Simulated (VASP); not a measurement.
# TePb (Fm-3m) in VASP: further runs, part 2 of 2

VASP 6.6.1. The steps go on from the part before.

**3. Single point, PBE**

INCAR reads:

```
SYSTEM = TePb
PREC = Accurate
ENCUT = 520
EDIFF = 1E-7
ISMEAR = 0
SIGMA = 0.019000000000000003
LREAL = .False.
LASPH = .True.
NELM = 60
ALGO = Fast
ISIF = 2
LWAVE = .False.
LCHARG = .True.
GGA = PE
LELF = .True.
LVHAR = .True.
NBANDS = 17
```

KPOINTS reads:

```
Automatic mesh
0
Gamma
  7 7 7
  0 0 0
```

POSCAR reads:

```
TePb
1.0
    0.0000000000      3.2310000000      3.2310000000
    3.2310000000      0.0000000000      3.2310000000
    3.2310000000      3.2310000000      0.0000000000
Pb Te
1 1
Direct
    0.0000000000      0.0000000000      0.0000000000
    0.5000000000      0.5000000000      0.5000000000
```

Potentials or basis: VASP PAW PBE potentials, release 64 (Pb_d, Te).

The run is started by

```console
cat potpaw_PBE.64/Pb_d/POTCAR potpaw_PBE.64/Te/POTCAR > POTCAR
mpirun -np 1 vasp_std > vasp.out
```

OUTCAR:

```text
SYSTEM = TePb
   PREC = Accurate
   ENCUT = 520
   EDIFF = 1E-7
   ISMEAR = 0
   LREAL = .False.
   LASPH = .True.
   NELM = 60
   ISIF = 2
   GGA = PE

 ion  position               nearest neighbor table
   1  0.000  0.000  0.000-   2 3.23   2 3.23   2 3.23   2 3.23   2 3.23   2 3.23
   2  0.500  0.500  0.500-   1 3.23   1 3.23   1 3.23   1 3.23   1 3.23   1 3.23

  LATTYP: Found a face centered cubic cell.
 ALAT       =     6.4620000000

  Lattice vectors:

 A1 = (   0.0000000000,   3.2310000000,   3.2310000000)
 A2 = (   3.2310000000,   0.0000000000,   3.2310000000)
 A3 = (   3.2310000000,   3.2310000000,   0.0000000000)

Analysis of symmetry for initial positions (statically):
=====================================================================
 Subroutine PRICEL returns:
 Original cell was already a primitive cell.

 Routine SETGRP: Setting up the symmetry group for a
 face centered cubic supercell.

 Subroutine GETGRP returns: Found 48 space group operations
 (whereof 48 operations were pure point group operations)
 out of a pool of 48 trial point group operations.

The static configuration has the point symmetry O_h .

Analysis of symmetry for dynamics (positions and initial velocities):
=====================================================================
 Subroutine PRICEL returns:
 Original cell was already a primitive cell.

 Routine SETGRP: Setting up the symmetry group for a
 face centered cubic supercell.

 Subroutine GETGRP returns: Found 48 space group operations
 (whereof 48 operations were pure point group operations)
 out of a pool of 48 trial point group operations.

The dynamic configuration has the point symmetry O_h .

 Subroutine INISYM returns: Found 48 space group operations
 (whereof 48 operations are pure point group operations),
 and found     1 'primitive' translations

----------------------------------------------------------------------------------------

                                     Primitive cell

  volume of cell :      67.4592

  direct lattice vectors                    reciprocal lattice vectors
     0.000000000  3.231000000  3.231000000    -0.154750851  0.154750851  0.154750851
     3.231000000  0.000000000  3.231000000     0.154750851 -0.154750851  0.154750851
     3.231000000  3.231000000  0.000000000     0.154750851  0.154750851 -0.154750851

  length of vectors
     4.569324020  4.569324020  4.569324020     0.268036337  0.268036337  0.268036337

  position of ions in fractional coordinates (direct lattice)
     0.000000000  0.000000000  0.000000000
     0.500000000  0.500000000  0.500000000

  ion indices of the primitive-cell ions
   primitive index   ion index
                 1           1
                 2           2

----------------------------------------------------------------------------------------

 KPOINTS: Automatic mesh

Automatic generation of k-mesh.
 Grid dimensions read from file:
 generate k-points for:    7    7    7

 Generating k-lattice:

  Cartesian coordinates                     Fractional coordinates (reciprocal lattice)
    -0.022107264  0.022107264  0.022107264     0.142857143  0.000000000  0.000000000
     0.022107264 -0.022107264  0.022107264     0.000000000  0.142857143  0.000000000
     0.022107264  0.022107264 -0.022107264     0.000000000  0.000000000  0.142857143

  Length of vectors
     0.038290905  0.038290905  0.038290905

  Shift w.r.t. Gamma in fractional coordinates (k-lattice)
     0.000000000  0.000000000  0.000000000

 Subroutine IBZKPT returns following result:
 ===========================================

 Found     20 irreducible k-points:

 Following reciprocal coordinates:
            Coordinates               Weight
  0.000000  0.000000  0.000000      1.000000
  0.142857  0.000000  0.000000      8.000000
  0.285714  0.000000  0.000000      8.000000
  0.428571  0.000000  0.000000      8.000000
  0.142857  0.142857  0.000000      6.000000
  0.285714  0.142857  0.000000     24.000000
[... 12 lines left out ...]
 -0.428571  0.428571  0.142857     24.000000
 -0.285714  0.428571  0.142857     24.000000
   k-points           NKPTS =     20   k-points in BZ     NKDIM =     20   number of bands    NBANDS=     17
   number of dos      NEDOS =    301   number of ions     NIONS =      2
   total plane-waves  NPLWV =  46656
   dimension x,y,z NGX =    36 NGY =   36 NGZ =   36
   dimension x,y,z NGXF=    72 NGYF=   72 NGZF=   72
   ions per type =               1   1
   NGX,Y,Z   is equivalent  to a cutoff of  13.10, 13.10, 13.10 a.u.
   NGXF,Y,Z  is equivalent  to a cutoff of  26.20, 26.20, 26.20 a.u.
 SYSTEM =  TePb
   PREC   = accura    normal or accurate (medium, high low for compatibility)
   ISTART =      0    job   : 0-new  1-cont  2-samecut
   ICHARG =      2    charge: 1-file 2-atom 10-const
   ISPIN  =      1    spin polarized calculation?
   LNONCOLLINEAR =      F non collinear calculations
   LSORBIT =      F    spin-orbit coupling
   LASPH  =      T    aspherical Exc in radial PAW
   ENCUT  =  520.0 eV  38.22 Ry    6.18 a.u.   8.50  8.50  8.50*2*pi/ulx,y,z
   NELM   =     60;   NELMIN=  2; NELMDL= -5     # of ELM steps
   EDIFF  = 0.1E-06   stopping-criterion for ELM
   LREAL  =      F    real-space projection
   EDIFFG = 0.1E-05   stopping-criterion for IOM
   NSW    =      0    number of steps for IOM
   IBRION =     -1    ionic relax: 0-MD 1-quasi-New 2-CG
   NFREE  =      0    steps in history (QN), initial steepest desc. (CG)
   ISIF   =      2    stress and relaxation
   ISYM   =      2    0-nonsym 1-usesym 2-fastsym
   POTIM  = 0.5000    time-step for ionic-motion
   TEBEG  =    0.0;   TEEND  =   0.0 temperature during run
   PSTRESS=    0.0 pullay stress
   NELECT =      20.0000    total number of electrons
   NUPDOWN=      -1.0000    fix difference up-down
   EMIN   =  10.00;   EMAX   =-10.00  energy-range for DOS
   EFERMI =   0.00;   METHOD = LEGACY
   ISMEAR =     0;   SIGMA  =   0.02  broadening in eV -4-tet -1-fermi 0-gaus
   EFERMI_NEDOS =   21; number of points for ismear=-14 and -15
   IALGO  =     68    algorithm
   IMIX   =      4    mixing-type and parameters
     AMIX     =   0.40;   BMIX     =  1.00
     AMIX_MAG =   1.60;   BMIX_MAG =  1.00
  volume/ion in A,a.u.               =      33.73       227.62
  Fermi-wavevector in a.u.,A,eV,Ry     =   1.091619  2.062861 16.213147  1.191633
  Thomas-Fermi vector in A             =   2.227868
   LORBIT       =      0    0 simple, 1 ext, 2 COOP (PROOUT), +10 PAW based schemes
   GGA     = PE    functional components
   LHFCALC =     F    Hartree Fock is set to
   AEXX    =    0.0000 exact exchange contribution
   IVDW    =     0    specifies the selected vdW correction
   LEPSILON=     F    determine dielectric tensor
   LRPA    =     F    only Hartree local field effects (RPA)
 non-spin polarized calculation
 RMM-DIIS sequential band-by-band and
 Gauss-broadening in eV      SIGMA  =   0.02
  energy-cutoff  :      520.00
  volume of cell :       67.46
 maximum number of plane-waves:      1837
 NGX is ok and might be reduce to    36
   NGX = 17   NGY = 17   NGZ = 17

 number of electron      20.0000003 magnetization

 Free energy of the ion-electron system (eV)
  ---------------------------------------------------
  ext. energy  EPLUGINS =         0.00000000
  ---------------------------------------------------
  free energy    TOTEN  =        -7.50259011 eV

  energy without entropy =       -7.50259011  energy(sigma->0) =       -7.50259011

 E-fermi :   5.6791     XC(G=0):  -9.3007

 val. band max:        5.5204775240   @ k =   0.4286   0.0000   0.0000
 cond. band min:       6.5315868401   @ k =   0.4286   0.0000   0.0000
 fundamental gap:      1.0111093162
 Fermi energy:         5.6791250600

 k-point     1 :       0.0000    0.0000    0.0000
  band No.  band energies     occupation
      1     -11.0960      2.00000
      2     -11.0960      2.00000
      3     -11.0868      2.00000
      4     -11.0868      2.00000
      5     -11.0868      2.00000
      6      -6.3951      2.00000
[... 9 lines left out ...]
     16      11.4203      0.00000
     17      12.9990      0.00000
[... 361 lines left out ...]
 k-point    20 :      -0.2857    0.4286    0.1429
  band No.  band energies     occupation
      1     -11.1382      2.00000
      2     -11.0980      2.00000
      3     -11.0823      2.00000
      4     -11.0752      2.00000
      5     -11.0623      2.00000
      6      -4.5910      2.00000
[... 9 lines left out ...]
     16      15.9320      0.00000
     17      16.4065      0.00000

------------------------ aborting loop because EDIFF is reached ----------------------------------------

  FORCE on cell =-STRESS in cart. coord.  units (eV):
  Direction    XX          YY          ZZ          XY          YZ          ZX
  --------------------------------------------------------------------------------------
  -------------------------------------------------------------------------------------
  Total        0.8726690      0.8726690      0.8726690      0.0000000     -0.0000000      0.0000000
  in kB       20.7261802     20.7261802     20.7261802      0.0000000     -0.0000000      0.0000000
  external PRESSURE =      20.7261802 kB  Pullay stress =       0.0000000 kB

 VOLUME and BASIS-vectors are now :
 -----------------------------------------------------------------------------
  energy-cutoff  :      520.00
  volume of cell :       67.46
      direct lattice vectors                 reciprocal lattice vectors
     0.000000000  3.231000000  3.231000000    -0.154750851  0.154750851  0.154750851
     3.231000000  0.000000000  3.231000000     0.154750851 -0.154750851  0.154750851
     3.231000000  3.231000000  0.000000000     0.154750851  0.154750851 -0.154750851

 POSITION                                       TOTAL-FORCE (eV/Angst)
 -----------------------------------------------------------------------------------
      0.00000      0.00000      0.00000         0.000000      0.000000      0.000000
      3.23100      3.23100      3.23100        -0.000000      0.000000     -0.000000
 -----------------------------------------------------------------------------------
    total drift:                               -0.000000      0.000000      0.000000

  FREE ENERGIE OF THE ION-ELECTRON SYSTEM (eV)
  ---------------------------------------------------
  free  energy   TOTEN  =        -7.5025901145 eV

  energy  without entropy=       -7.5025901145  energy(sigma->0) =       -7.50259011
```

OSZICAR:

```text
N       E                     dE             d eps       ncg     rms          rms(c)
DAV:   1     0.148753604541E+03    0.14875E+03   -0.90739E+03   680   0.113E+03
DAV:   2     0.291867307657E+01   -0.14583E+03   -0.14164E+03   707   0.293E+02
DAV:   3    -0.733242470263E+01   -0.10251E+02   -0.10191E+02   875   0.832E+01
DAV:   4    -0.761080186747E+01   -0.27838E+00   -0.27819E+00   846   0.152E+01
DAV:   5    -0.762323338393E+01   -0.12432E-01   -0.12431E-01   961   0.284E+00    0.334E+00
RMM:   6    -0.750433871480E+01    0.11889E+00   -0.12398E-01   773   0.233E+00    0.207E+00
RMM:   7    -0.750172637984E+01    0.26123E-02   -0.72978E-02   829   0.136E+00    0.849E-01
RMM:   8    -0.750253819396E+01   -0.81181E-03   -0.76286E-03   868   0.129E+00    0.869E-02
RMM:   9    -0.750255739789E+01   -0.19204E-04   -0.25572E-03   924   0.430E-01    0.755E-02
RMM:  10    -0.750257984874E+01   -0.22451E-04   -0.50544E-04   966   0.226E-01    0.397E-02
RMM:  11    -0.750258839217E+01   -0.85434E-05   -0.90100E-05  1068   0.874E-02    0.157E-02
RMM:  12    -0.750258985660E+01   -0.14644E-05   -0.15653E-05   962   0.450E-02    0.344E-03
RMM:  13    -0.750259036329E+01   -0.50669E-06   -0.50117E-06  1028   0.186E-02    0.341E-03
RMM:  14    -0.750259015650E+01    0.20679E-06   -0.89466E-07   834   0.118E-02    0.269E-03
RMM:  15    -0.750259011452E+01    0.41985E-07   -0.15372E-07   584   0.395E-03
   1 F= -.75025901E+01 E0= -.75025901E+01  d E =-.131467E-33
```

Run time: 22 s. Hardware: 1 thread of Intel Xeon Platinum 8488C (Sapphire Rapids), shared host; peak memory 0.2 GiB.

Results:

| Quantity | Value |
| --- | --- |
| Free energy | -7.5026 eV |
| Pressure | 2.1 GPa |

Caveat: this odd mesh misses L, where the gap lies, so gap, dielectric constants and Born charges aren't listed.
